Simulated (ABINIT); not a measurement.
Crystal: Bi.

```
Bi
1.0
    -1.98143    1.98143    1.98143
     1.98143   -1.98143    1.98143
     1.98143    1.98143   -1.98143
Bi
1
Direct
  0.00000 0.00000 0.00000
```

This isn't the form of Bi at room conditions, which is rhombohedral.

Base run:

```yaml
Program: ABINIT 10.8.3 (patched build)
Functional: WC
Potentials_or_basis: JTH PAW PBE v2.0
Cutoff: 599 eV
k_mesh: 9 × 9 × 9
Occupations: fermi-dirac, width 0.05 eV
Spin: no spin polarisation
```

Its results: band gap on the k mesh none (metal or under the smearing width); pressure -1.7 GPa.

Task: The run is repeated on the same cell with these changes: functional from WC to revPBE. What comes out?

Result: Band gap on the k mesh none (metal or under the smearing width); pressure 1.9 GPa.

revPBE binds less tightly than WC, so the same cell stands under more pressure.

Caveats: the PAW data sets were made with another functional, which shifts forces and pressure a little; spin-orbit coupling is left out, which moves the levels of the heavy elements.
